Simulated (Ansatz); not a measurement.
## Bi: what symmetry allows forces and stress to be

```
Bi
1.0
     2.34169    1.35198    3.83625
    -2.34169    1.35198    3.83625
     0.00000   -2.70395    3.83625
Bi
2
Direct
  0.23895 0.23895 0.23895
  0.76105 0.76105 0.76105
```

The calculation used DFT PBE, scalar-relativistic, plane waves, PAW in Ansatz.

Plane waves to 420 eV, a k mesh through Γ of 12×12×12 on the computed 2-atom cell and Gaussian smearing (0.10 eV); no spin polarisation.

This distorted cell has space group R-3m, with 12 operations.

Q: Without a calculation: in which directions can each atom feel a force?

A: A force must be left unchanged by every operation that keeps its atom in place, so it lies in the space that those operations leave fixed. Atoms that the group maps onto each other feel forces of one size.
```csv
atom,site symmetry,operations at the site,equivalent to atom,allowed force (Cartesian)
Bi1,3m,6,1,"along (0.00, 0.00, 1.00)"
Bi2,3m,6,1,"along (0.00, 0.00, 1.00)"
```

That leaves 1 independent force component of 6. A relaxation in this cell that keeps the symmetry moves the atoms in these directions alone.

Q: And the stress tensor?

A: It must be invariant under the point group, which leaves 2 independent components: yz, xz, xy vanish; xx = yy.

Q: Do the computed values obey this?

A: Yes. Forces (eV/Å):
```
Bi1  0.000  0.000 -0.217
Bi2  0.000  0.000  0.217
```

Stress (GPa, compression positive, xx yy zz yz xz xy): -1.17 -1.17 0.12 0.00 0.00 0.00. The program imposes the same operations on density, forces and stress, so this confirms the analysis and is no independent test of the calculation.

Spin–orbit coupling is left out, which can shift energies with elements as heavy as these.